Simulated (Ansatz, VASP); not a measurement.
# Two plane-wave programs on SiC2

INCAR

```
SYSTEM = SiC2
PREC = Accurate ; ENCUT = 520
EDIFF = 1E-6 ; ISMEAR = 0
SIGMA = 0.1 ; LREAL = .False.
LASPH = .True. ; NELM = 150
ALGO = Normal ; ISIF = 2
LWAVE = .False. ; LCHARG = .True.
ISPIN = 2 ; MAGMOM = 0 1 1
LORBIT = 11 ; GGA = PE
LELF = .True. ; LVHAR = .True.
NBANDS = 17
```

KPOINTS

```
Automatic mesh
0
Gamma
  8 8 8
  0 0 0
```

POSCAR

```
SiC2
1.0
   -1.4193064010      1.9601624053      3.2775885153
    1.4193064010     -1.9601624053      3.2775885153
    1.4193064010      1.9601624053     -3.2775885153
Si C
1 2
Direct
    0.0000000000      0.0000000000      0.0000000000
    0.3295735462      0.5000000000      0.8295735462
    0.6704264538      0.5000000000      0.1704264538
```

Input for Ansatz:

```yaml
crystal:
  lattice:
    - [-1.419306401, 1.9601624053, 3.2775885153]
    - [1.419306401, -1.9601624053, 3.2775885153]
    - [1.419306401, 1.9601624053, -3.2775885153]
  atoms:
    - { symbol: Si, position: [0.0, 0.0, 0.0] }
    - { symbol: C, position: [0.3295735462, 0.5, 0.8295735462], spin: 1.0 }
    - { symbol: C, position: [0.6704264538, 0.5, 0.1704264538], spin: 1.0 }
basis:
  ecutwfc: 420
kpoints:
  mp_grid: { grid: [8, 8, 8] }
hamiltonian:
  xc: pbe
scf:
  occupations: { method: gaussian, width: 0.1 }
  lower_state_search: "off"
output:
  forces: true
  stress: true
  eigenvalues: true
  populations: true
magnetization:
  spin_polarized: true
```

Alike in both runs: task single point; functional PBE; k mesh 8 × 8 × 8; occupations gaussian, width 0.1 eV; collinear spin.

|  | VASP | Ansatz |
| --- | --- | --- |
| version | VASP 6.6.1 | Ansatz 0.2.0 |
| potentials or method | VASP PAW PBE potentials, release 64 (Si, C) | scalar-relativistic, plane waves, PAW |
| plane-wave cutoff (eV) | 520 | 420 |
| valence electrons in the cell | 12 | 12 |

|  | VASP | Ansatz | Ansatz less VASP |
| --- | --- | --- | --- |
| gap on the k mesh at the Fermi level (eV) | none | none | - |
| pressure (GPa) | 0.1 | 0.0 | -0.09 |
| largest component of the traceless stress (GPa) | 0.14 | 0.16 | +0.023 |
| rms of the force components (eV/Å) | 0.025 | 0.004 | -0.0214 |
| net moment per atom (μB) | 0.00 | 0.00 | 0.000 |

Atom by atom the forces differ by 0.028 eV/Å (rms over components). A gap of «none» marks a metal or a gap that the smearing closes. The functional is the same, so the differences come from potentials, cutoffs and numerics. Ansatz warned: «seeded_moment_not_kept».
